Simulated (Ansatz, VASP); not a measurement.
Given: the input of a run of Ansatz 0.2.0 on Al2O3 (Corundum).

File input.yaml:

```yaml
crystal:
  lattice:
    - [2.4269334206, 1.4011906636, 4.4168267984]
    - [-2.4269334206, 1.4011906636, 4.4168267984]
    - [0.0, -2.8023813274, 4.4168267984]
  atoms:
    - { symbol: Al, position: [0.85216, 0.85216, 0.85216] }
    - { symbol: Al, position: [0.64784, 0.64784, 0.64784] }
    - { symbol: Al, position: [0.14784, 0.14784, 0.14784] }
    - { symbol: Al, position: [0.35216, 0.35216, 0.35216] }
    - { symbol: O, position: [0.05668, 0.75, 0.44332] }
    - { symbol: O, position: [0.75, 0.44332, 0.05668] }
    - { symbol: O, position: [0.44332, 0.05668, 0.75] }
    - { symbol: O, position: [0.94332, 0.25, 0.55668] }
    - { symbol: O, position: [0.25, 0.55668, 0.94332] }
    - { symbol: O, position: [0.55668, 0.94332, 0.25] }
hamiltonian:
  xc: blyp
  pseudopotentials: { kind: paw }
  dispersion: d3bj
kpoints:
  mp_grid: { grid: [7, 7, 7] }
scf:
  occupations: { method: fermi_dirac, width: 0.05 }
output:
  forces: true
  stress: true
  eigenvalues: true
```

Potentials or basis: Ansatz PAW.

Launch:

```sh
$ ansatz run input.yaml --threads 2 --pin off --max-ram 5120MiB --backend cpu --events-out ev --progress --plain --runs-dir out
```

Q: Translate it to VASP 6.6.1. Potentials there: VASP PAW PBE potentials, release 64 (Al, O).

A: As run (the cutoff follows the program's own potentials):

The input INCAR:

```
PREC = Accurate ; ENCUT = 520
EDIFF = 1E-6 ; ISMEAR = -1
SIGMA = 0.05 ; LREAL = False
LASPH = True ; NELM = 80
ALGO = Fast ; ISIF = 2
LWAVE = False ; LCHARG = False
GGA = B5 ; ALDAX = 1.0
AGGAX = 1.0 ; AGGAC = 1.0
ALDAC = 0.0 ; IVDW = 12
VDW_S6 = 1.0 ; VDW_S8 = 2.6996
VDW_A1 = 0.4298 ; VDW_A2 = 4.2359
NBANDS = 35
```

The input KPOINTS:

```
regular mesh
0
Gamma
  7 7 7
```

The input POSCAR:

```
Al2O3
1.0
    2.4269334206      1.4011906636      4.4168267984
   -2.4269334206      1.4011906636      4.4168267984
    0.0000000000     -2.8023813274      4.4168267984
Al O
4 6
Direct
    0.8521600000      0.8521600000      0.8521600000
    0.6478400000      0.6478400000      0.6478400000
    0.1478400000      0.1478400000      0.1478400000
    0.3521600000      0.3521600000      0.3521600000
    0.0566800000      0.7500000000      0.4433200000
    0.7500000000      0.4433200000      0.0566800000
    0.4433200000      0.0566800000      0.7500000000
    0.9433200000      0.2500000000      0.5566800000
    0.2500000000      0.5566800000      0.9433200000
    0.5566800000      0.9433200000      0.2500000000
```

Potentials or basis: VASP PAW PBE potentials, release 64 (Al, O).

Command:

```sh
$ cat potpaw_PBE.64/Al/POTCAR potpaw_PBE.64/O/POTCAR > POTCAR
$ mpirun -np 1 vasp_std > vasp.out
```

Both were run:

|  | VASP | Ansatz | Ansatz less VASP |
| --- | --- | --- | --- |
| gap on the k mesh at the Fermi level (eV) | 5.74 | 5.74 | -0.001 |
| least direct gap on the mesh (eV) | 5.74 | 5.74 | -0.001 |
| pressure (GPa) | -11.0 | -11.3 | -0.37 |
| largest component of the traceless stress (GPa) | 0.43 | 0.54 | +0.110 |
| rms of the force components (eV/Å) | 0.028 | 0.030 | +0.0016 |
| dispersion energy (meV/atom) | -477.5 | -477.6 | -0.05 |

Atom by atom the forces differ by 0.008 eV/Å (rms over components). The functional is the same, so the differences come from potentials, cutoffs and numerics.

Caveats: the PAW data sets were made with another functional, which shifts forces and pressure a little (VASP); an odd mesh through Γ misses points on the zone boundary, where band edges often lie (VASP); odd divisions of the mesh miss points on the zone boundary, where band edges often lie, so the gap on the mesh can be too wide (Ansatz); the pressure holds a Pulay correction of +1.0 GPa for the finite cutoff (Ansatz); the PAW data sets come from PBE, with cores solved anew for the run's functional, which leaves a small shift of forces and pressure (Ansatz). BLYP gaps usually lie below the measured ones, often by a third to a half.
